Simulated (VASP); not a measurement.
# Be (P6_3/mmc) in VASP: notebook

One crystal, Be, is run at these levels: LDA; tasks: single point.

All numbers are computed with VASP 6.6.1; they aren't measurements. Logs are shortened: lines on timing, memory, paths and dates and some standing lists are left out, and cuts for length are marked.

### 1 The structure

Symmetry: P6_3/mmc, No. 194, hexagonal system. Conventional cell: a = 2.285 Å, b = 2.285 Å, c = 3.584 Å, α = 90.00°, β = 90.00°, γ = 120.00°. Be (site symmetry -6m2) is surrounded by 12 Be at 2.23 to 2.29 Å.

### 2 Single point, LDA

Contents of INCAR:

```
  ADDGRID = F
  ALGO = Normal
  EDIFF = 1E-6
  ENCUT = 520
  GGA = CA
  ISIF = 2
  ISMEAR = 1
  LASPH = T
  LCHARG = F
  LREAL = F
  LWAVE = F
  NELM = 100
  PREC = Accurate
  SIGMA = 0.2
```

Contents of KPOINTS:

```
k-points
0
Gamma
  11 11 7
```

Contents of POSCAR:

```
Be
1.0
    2.2853000000      0.0000000000      0.0000000000
   -1.1426500000      1.9791278553      0.0000000000
    0.0000000000      0.0000000000      3.5842000000
Be
2
Direct
    0.6556040000      0.3139550000      0.7387090000
    0.3030700000      0.6820070000      0.2728280000
```

Potentials or basis: VASP PAW LDA potentials, release 64 (Be).

On the command line:

```console
$ cat potpaw_LDA.64/Be/POTCAR > POTCAR
$ mpirun -np 1 vasp_std > vasp.out
```

OUTCAR:

```text
EDIFF = 1E-6
   ENCUT = 520
   GGA = CA
   ISIF = 2
   ISMEAR = 1
   LASPH = T
   LREAL = F
   NELM = 100
   PREC = Accurate

 Found    424 irreducible k-points:

 Following reciprocal coordinates:
            Coordinates               Weight
  0.000000  0.000000  0.000000      1.000000
  0.090909  0.000000  0.000000      2.000000
  0.000000  0.090909  0.000000      2.000000
 -0.090909  0.090909  0.000000      2.000000
  0.181818  0.000000  0.000000      2.000000
  0.000000  0.181818  0.000000      2.000000
   k-points           NKPTS =    424   k-points in BZ     NKDIM =    424   number of bands    NBANDS=      6
   number of dos      NEDOS =    301   number of ions     NIONS =      2
   total plane-waves  NPLWV =   9072
   dimension x,y,z NGX =    18 NGY =   18 NGZ =   28
   dimension x,y,z NGXF=    36 NGYF=   36 NGZF=   56
   ions per type =               2
   NGX,Y,Z   is equivalent  to a cutoff of  13.09, 13.09, 12.99 a.u.
   NGXF,Y,Z  is equivalent  to a cutoff of  26.19, 26.19, 25.97 a.u.
 SYSTEM =  unknown system
   PREC   = accura    normal or accurate (medium, high low for compatibility)
   ISTART =      0    job   : 0-new  1-cont  2-samecut
   ICHARG =      2    charge: 1-file 2-atom 10-const
   ISPIN  =      1    spin polarized calculation?
   LNONCOLLINEAR =      F non collinear calculations
   LSORBIT =      F    spin-orbit coupling
   LASPH  =      T    aspherical Exc in radial PAW
   ENCUT  =  520.0 eV  38.22 Ry    6.18 a.u.   4.25  4.25  6.66*2*pi/ulx,y,z
   NELM   =    100;   NELMIN=  2; NELMDL= -5     # of ELM steps
   EDIFF  = 0.1E-05   stopping-criterion for ELM
[... 30 lines left out ...]
 non-spin polarized calculation
 Methfessel and Paxton  Order N= 1 SIGMA  =   0.20
  energy-cutoff  :      520.00
  volume of cell :       16.21
 maximum number of plane-waves:       451
 NGX is ok and might be reduce to    18
   NGX =  9   NGY =  9   NGZ = 13

 number of electron       4.0000000 magnetization

 Free energy of the ion-electron system (eV)
  ---------------------------------------------------
  ext. energy  EPLUGINS =         0.00000000
  ---------------------------------------------------
  free energy    TOTEN  =        -8.30601759 eV

  energy without entropy =       -8.30498437  energy(sigma->0) =       -8.30567318

 E-fermi :   6.8146     XC(G=0): -10.5320

 val. band max:        6.8016173535   @ k =  -0.2727  -0.3636   0.2857
 cond. band min:       6.8419970307   @ k =  -0.2727  -0.4545   0.0000
 fundamental gap:      0.0403796773
 Fermi energy:         6.8145974453

 k-point     1 :       0.0000    0.0000    0.0000
  band No.  band energies     occupation
      1      -4.5076      2.00000
      2       2.2973      2.00000
      3       7.6956     -0.00000
      4      21.5190      0.00000
      5      22.2633      0.00000
      6      24.1504      0.00000

 k-point     2 :       0.0909    0.0000    0.0000
  band No.  band energies     occupation
      1      -4.2775      2.00000
      2       2.6016      2.00000
      3       7.7557     -0.00000
      4      20.0755      0.00000
      5      20.8679      0.00000
      6      24.3277      0.00000

 k-point     3 :       0.0000    0.0909    0.0000
  band No.  band energies     occupation
      1      -4.2776      2.00000
      2       2.6020      2.00000
      3       7.7534     -0.00000
      4      20.0738      0.00000
      5      20.8709      0.00000
      6      24.4402      0.00000

 k-point     4 :      -0.0909    0.0909    0.0000
  band No.  band energies     occupation
      1      -4.2771      2.00000
      2       2.5993      2.00000
      3       7.7685     -0.00000
      4      20.2606      0.00000
      5      20.5126      0.00000
      6      24.4403      0.00000

 k-point     5 :       0.1818    0.0000    0.0000
  band No.  band energies     occupation
      1      -3.5864      2.00000
      2       3.5119      2.00000
      3       7.8736     -0.00000
      4      16.8609      0.00000
      5      18.9285      0.00000
      6      23.9223      0.00000

 k-point     6 :       0.0000    0.1818    0.0000
  band No.  band energies     occupation
      1      -3.5866      2.00000
      2       3.5138      2.00000
      3       7.8615     -0.00000
      4      16.8941      0.00000
      5      18.9280      0.00000
      6      23.9830      0.00000

 [... further k-points ...]
[... 5 lines left out ...]
  --------------------------------------------------------------------------------------
  -------------------------------------------------------------------------------------
  Total       -0.9766682     -0.6069503     -0.3815667      0.2319881      0.1192167     -0.1322929
  in kB      -96.5268903    -59.9866239    -37.7113255     22.9280398     11.7825284    -13.0748816
  external PRESSURE =     -64.7416132 kB  Pullay stress =       0.0000000 kB

 VOLUME and BASIS-vectors are now :
 -----------------------------------------------------------------------------
  energy-cutoff  :      520.00
  volume of cell :       16.21
      direct lattice vectors                 reciprocal lattice vectors
     2.285300000  0.000000000  0.000000000     0.437579311  0.252636533  0.000000000
    -1.142650000  1.979127855  0.000000000     0.000000000  0.505273066  0.000000000
     0.000000000  0.000000000  3.584200000     0.000000000  0.000000000  0.279002288

 POSITION                                       TOTAL-FORCE (eV/Angst)
 -----------------------------------------------------------------------------------
      1.13951      0.62136      2.64768        -0.247161      0.232208      0.893436
     -0.08669      1.34978      0.97787         0.247161     -0.232208     -0.893436
 -----------------------------------------------------------------------------------
    total drift:                               -0.000000      0.000000      0.000000

  FREE ENERGIE OF THE ION-ELECTRON SYSTEM (eV)
  ---------------------------------------------------
  free  energy   TOTEN  =        -8.3060175851 eV

  energy  without entropy=       -8.3049843695  energy(sigma->0) =       -8.30567318
```

Run time: 12 s. Hardware: 1 thread of AMD EPYC 9R45 (Zen 5), shared host; peak memory 0.11 GiB.

The run converged, but some of its settings lie outside the range that counts as converged, so its numbers aren't taken as properties of the crystal.

Results:

```
Free energy            : -8.3060 eV
Pressure               : -6.5 GPa
Largest force          : 0.956 eV/Å
Band gap on the k mesh : none (metal or under the smearing width)
```

### 3 Single point, LDA

INCAR: that of step 2 with these lines changed.

```diff
@@ -12,3 +12,3 @@
   NELM = 100
-  PREC = Accurate
+  PREC = Low
   SIGMA = 0.2
```

KPOINTS is that of step 2.

Contents of POSCAR:

```
Be
1.0
    2.2853000000      0.0000000000      0.0000000000
   -1.1426500000      1.9791278553      0.0000000000
    0.0000000000      0.0000000000      3.5842000000
Be
2
Direct
    0.6666666667      0.3333333333      0.7500000000
    0.3333333333      0.6666666667      0.2500000000
```

Potentials or basis: VASP PAW LDA potentials, release 64 (Be).

On the command line:

```console
$ cat potpaw_LDA.64/Be/POTCAR > POTCAR
$ mpirun -np 1 vasp_std > vasp.out
```

Run time: 1.2 s. Hardware: 1 thread of AMD EPYC 9R45 (Zen 5), shared host; peak memory 0.07 GiB.

These settings aren't checked as converged: the numbers below hold their error.

Results:

| Property | Result |
| --- | --- |
| Free energy | -8.3784 eV |
| Pressure | -7.9 GPa |
| Band gap on the k mesh | none (metal or under the smearing width) |

### 4 Single point, LDA

INCAR is that of step 3.

KPOINTS is that of step 3.

Contents of POSCAR:

```
Be
1.0
    2.2853000000      0.0000000000      0.0000000000
   -1.1426500000      1.9791278553      0.0000000000
    0.0000000000      0.0000000000      3.5842000000
Be
2
Direct
    0.6556040000      0.3139550000      0.7387090000
    0.3030700000      0.6820070000      0.2728280000
```

On the command line:

```console
$ cat potpaw_LDA.64/Be/POTCAR > POTCAR
$ mpirun -np 1 vasp_std > vasp.out
```

Run time: 6.3 s. Hardware: 1 thread of AMD EPYC 9R45 (Zen 5), shared host; peak memory 0.1 GiB.

The run converged, but some of its settings lie outside the range that counts as converged, so its numbers aren't taken as properties of the crystal.

Results:

```
Free energy            : -8.3060 eV
Pressure               : -6.5 GPa
Largest force          : 0.956 eV/Å
Band gap on the k mesh : none (metal or under the smearing width)
```

### 5 For comparison

An earlier run on the cell as given: functional PBE; potentials or basis VASP PAW PBE potentials, release 64 (Be); cutoff 520 eV; k mesh 13 × 13 × 8; occupations fermi-dirac, width 0.05 eV; no spin polarisation.

- Pressure: -2.7 GPa
- Band gap on the k mesh: none (metal or under the smearing width)
